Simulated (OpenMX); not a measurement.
Crystal: MoS2.

```
CELL_PARAMETERS angstrom
1.58000 0.91221 6.15000
-1.58000 0.91221 6.15000
0.00000 -1.82443 6.15000
ATOMIC_POSITIONS crystal
Mo 0.00000 0.00000 0.00000
S 0.41700 0.41700 0.41700
S 0.25000 0.25000 0.25000
```

Measurements of this composition are mostly on another form, of space group No. 194.

Base run:

```yaml
Program: OpenMX 3.8.5
Functional: PBE
Potentials_or_basis: OpenMX 2013 PBE set, Mo7.0-s3p2d2, S7.0-s2p2d1f1, grid cutoff 400 Ry
k_mesh: 11 × 11 × 11
Occupations: fermi-dirac, width 0.05 eV
Spin: no spin polarisation
```

Its results: band gap on the k mesh 0.94 eV, indirect (least direct gap 1.88 eV); pressure 9.2 GPa; largest force 1.030 eV/Å.

**Question.** The run is repeated on the same cell with these changes: potentials or basis from OpenMX 2013 PBE set, Mo7.0-s3p2d2, S7.0-s2p2d1f1, grid cutoff 400 Ry to OpenMX 2013 PBE set, Mo7.0-s3p2d1, S7.0-s2p2d1, grid cutoff 400 Ry; k mesh from 11 × 11 × 11 to 7 × 7 × 7. What comes out?

**Answer.** Band gap on the k mesh 1.11 eV, indirect (least direct gap 2.15 eV); pressure 10.0 GPa; largest force 1.167 eV/Å.

Caveats: the basis of atomic orbitals isn't converged, which shifts pressures, moduli and gaps; forces of over 1 eV/Å show positions far from the minimum, so gaps and moduli don't describe the material at rest; an odd mesh through Γ misses points on the zone boundary, where band edges often lie (some runs); the mesh misses the band edges, which the band path finds closer together (some runs).
